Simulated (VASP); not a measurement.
Write the native input for VASP 6.6.1 that does the following.

```
Task                   : single point
Functional             : r2SCAN
Dispersion             : rVV10
Potentials or basis    : VASP PAW PBE potentials, release 64 (S, Mo_sv)
Cutoff                 : 520 eV
k mesh                 : 12 × 12 × 1
Occupations            : gaussian, width 0.03 eV
Spin                   : no spin polarisation
Dipole correction      : yes
Further INCAR settings : ALGO = Normal; EDIFF = 1e-06; NBANDS = 20
```

The system is MoS2, a sheet with vacuum.

```
S Mo
1.0
     3.17229    0.00000    0.00000
    -1.58615    2.74729    0.00000
     0.00000    0.00000   30.04000
S Mo
2 1
Direct
  0.66667 0.33333 0.23317
  0.66667 0.33333 0.33674
  0.33333 0.66667 0.28495
```

The cell was built by a generator and needn't be a form met in nature.

The input as run:

POSCAR

```
MoS2
1.0
    3.1722934906      0.0000000000      0.0000000000
   -1.5861467453      2.7472867511      0.0000000000
    0.0000000000      0.0000000000     30.0399999981
S Mo
2 1
Direct
    0.6666666667      0.3333333333      0.2331688208
    0.6666666667      0.3333333333      0.3367379702
    0.3333333333      0.6666666667      0.2849533955
```

INCAR.step1

```
SYSTEM = MoS2
PREC     = Accurate       ! precision mode
ENCUT    = 520            ! plane-wave cutoff, eV
ISMEAR   = 0              ! smearing method
SIGMA    = 0.03           ! smearing width, eV
LREAL    = .FALSE.        ! projectors in reciprocal space
LASPH    = .TRUE.         ! aspherical terms in the spheres
NELM     = 100            ! most SCF steps
LDIPOL   = .TRUE.       
IDIPOL   = 3            
DIPOL    = 0.5 0.5 0.285
NBANDS   = 20             ! bands
GGA      = PE             ! functional
ALGO     = Normal         ! electronic algorithm
EDIFF    = 1E-4           ! SCF threshold, eV
LWAVE    = .TRUE.         ! write WAVECAR
LCHARG   = .FALSE.        ! write CHGCAR
```

INCAR.step2

```
SYSTEM = MoS2
PREC     = Accurate       ! precision mode
ENCUT    = 520            ! plane-wave cutoff, eV
EDIFF    = 1E-6           ! SCF threshold, eV
ISMEAR   = 0              ! smearing method
SIGMA    = 0.03           ! smearing width, eV
LREAL    = .FALSE.        ! projectors in reciprocal space
LASPH    = .TRUE.         ! aspherical terms in the spheres
NELM     = 100            ! most SCF steps
ALGO     = Normal         ! electronic algorithm
ISIF     = 2              ! what is computed and relaxed
LWAVE    = .FALSE.        ! write WAVECAR
LCHARG   = .TRUE.         ! write CHGCAR
LDIPOL   = .TRUE.       
IDIPOL   = 3            
DIPOL    = 0.5 0.5 0.285
METAGGA  = R2SCAN         ! meta-GGA
LMIXTAU  = .TRUE.       
LUSE_VDW = .TRUE.       
IVDW_NL  = 2            
BPARAM   = 11.95        
CPARAM   = 0.0093       
LELF     = .TRUE.         ! ELF
LVHAR    = .TRUE.       
LVACPOTAV= .TRUE.       
NBANDS   = 20             ! bands
ISTART   = 1
```

KPOINTS

```
regular mesh
0
G
  12 12 1
  0 0 0
```

Potentials or basis: VASP PAW PBE potentials, release 64 (S, Mo_sv).

The run is started by

```sh
$ cat potpaw_PBE.64/S/POTCAR potpaw_PBE.64/Mo_sv/POTCAR > POTCAR
$ cp INCAR.step1 INCAR
$ mpirun -np 1 vasp_std > vasp.out
$ cp INCAR.step2 INCAR
$ mpirun -np 1 vasp_std > vasp.out
```

Results of the run:

The largest force is 0.015 eV/Å. The band gap on the k mesh is 1.78 eV, indirect (least direct gap 1.82 eV) and the ionisation potential of the upper face is 6.14 eV.

Caveat: the PAW data sets were made with another functional, which shifts forces and pressure a little.

Wall time 10 min on 1 thread of Intel(R) Xeon(R) 6975P-C (Granite Rapids), on a shared host, peak memory 0.86 GiB.
